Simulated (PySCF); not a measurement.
Computed XPS line lists of a few unrelated compounds.

Computed with delta-SCF UKS SCAN, pcX-2 on the ionised atom, pcseg-1 elsewhere, spin-free X2C in PySCF. Geometries: PBE0-D3(BJ)/def2-SVP; isolated species, one conformer each.

Line lists (1s up to Mg, 2p3/2 beyond; areas count atoms within a level, one atom standing for each set equivalent by bonding):
1. Si 2p3/2: 106.93 eV; P 2p3/2: 136.48 eV
2. C 1s: 291.99 (area 1), 297.40 (area 1) eV; F 1s: 693.90 eV; Cl 2p3/2: 206.65 eV
3. C 1s: 290.64 (area 2), 292.00 (area 2) eV; O 1s: 538.13 eV

Structures:
A. 1-chloro-1,1-difluoroethane (`CC(F)(F)Cl`)
B. silylphosphane (`[SiH3]P`)
C. ethoxy ethane (`CCOCC`)

Q: Which list belongs to which compound?

A: 
- 1 = B: no other candidate has this set of levels. Si 2p3/2: 106.93 SiH3 silicon; P 2p3/2: 136.48 three-coordinate phosphorus.
- 2 = A: no other candidate has this set of levels. C 1s: 291.99 methyl carbon, 297.40 CF2 carbon; F 1s: 693.90 fluorine of a CF2 group (×2); Cl 2p3/2: 206.65 chlorine on a fluorinated carbon.
- 3 = C: no other candidate has this set of levels. C 1s: 290.64 methyl carbon (×2), 292.00 sp3 carbon bound to oxygen (×2); O 1s: 538.13 ether oxygen.

Spin–orbit coupling isn't in the SCF: each 2p doublet comes from a relaxed spin-free hole plus a matrix of the shell (mean-field spin–orbit coupling and the ground-state 2p splitting), with 2p3/2 averaged over its two sublevels.
